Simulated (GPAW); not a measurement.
Runs of GPAW 26.7.0 on Co. The structure is hexagonal, space group P6_3/mmc (No. 194). The conventional cell has a = 2.472 Å, b = 2.472 Å, c = 4.021 Å, α = 90.00°, β = 90.00°, γ = 120.00°. Around Co (site symmetry -6m2) lie 12 Co at 2.47 Å. 

| task | level | potentials or basis | cell | k mesh | smearing | older calculator (legacy_gpaw) | band path | band points | eigensolver | optimizer | gap on the mesh (eV) | pressure (GPa) | moment (μB) |
| --- | --- | --- | --- | --- | --- | --- | --- | --- | --- | --- | --- | --- | --- |
| band structure | PBE | GPAW PAW data sets (gpaw-data 1.2.1), pw | as given | 9 × 9 × 5 | fermi-dirac 0.05 eV | - | GMKGALHA,LM,KH | 100 | - | - | - | 3.7 | 3.07 |
| band structure | LDA | the program's PAW data sets (release 1.2.1) made for this functional, pw | as given | 9 × 9 × 5 | fermi-dirac 0.05 eV | - | GMKGALHA,LM,KH | 60 | - | - | - | (a) | 3.04 |
| band structure | SOGGA | PAW data sets generated in the run's folder for this functional, pw | as given | 9 × 9 × 5 | fermi-dirac 0.05 eV | - | GMKGALHA,LM,KH | 100 | - | - | - | -6.8 | 3.07 |
| band structure | BLYP | PAW data sets generated in the run's folder for this functional, pw | as given | 12 × 12 × 7 | fermi-dirac 0.05 eV | - | GMKGALHA,LM,KH | 80 | davidson | - | - | 13.9 | (b) |
| relaxation of cell and atoms | PBE | GPAW PAW data sets (gpaw-data 1.2.1), pw | relaxed | 9 × 9 × 5 | fermi-dirac 0.05 eV | - | - | - | - | LBFGS | none | 0.1 | 3.08 |
| band structure | optB88-vdW | GPAW PAW data sets (gpaw-data 1.2.1), pw | as given | 9 × 9 × 5 | fermi-dirac 0.05 eV | yes | GMKGALHA,LM,KH | 100 | - | - | - | - | 3.04 |
| band structure | RPBE | the program's PAW data sets (release 1.2.1) made for this functional, pw | as given | 12 × 12 × 7 | fermi-dirac 0.05 eV | - | GMKGALHA,LM,KH | 80 | - | - | - | 11.0 | 3.24 |
| single point | PBE | GPAW PAW data sets (gpaw-data 1.2.1), pw | as given | 12 × 12 × 7 | gaussian 0.013 eV | - | - | - | - | - | none | 4.8 | 3.22 |
| band structure | r2SCAN | GPAW PAW data sets (gpaw-data 1.2.1), pw | as given | 9 × 9 × 5 | fermi-dirac 0.05 eV | - | GMKGALHA,LM,KH | 80 | - | - | - | (c) | 3.52 |
| single point | PBE | GPAW PAW data sets (gpaw-data 1.2.1), pw | as given | 12 × 12 × 7 | gaussian 0.012 eV | - | - | - | - | - | none | 4.8 | 3.22 |
| band structure | TASK | GPAW PAW data sets (gpaw-data 1.2.1), pw | as given | 9 × 9 × 5 | fermi-dirac 0.05 eV | - | GMKGALHA,LM,KH | 100 | - | - | - | 7.0 | (d) |

Alike in all rows: spin collinear, ferromagnetic start; cutoff (eV) 600.

Q: Estimate the missing entries.

A: (a) -14.7; (b) 3.13; (c) 0.8; (d) 3.74.

Caveats: the PAW data sets were made with another functional, which shifts forces and pressure a little (some runs); each step starts from the last one's moments, so a moment once lost doesn't come back (some runs); later steps reuse the first step's grids (some runs).

A k mesh can miss the band edges.

A gap of «none» marks a metal or a gap under the smearing width.

Not every run made on this cell is shown here.
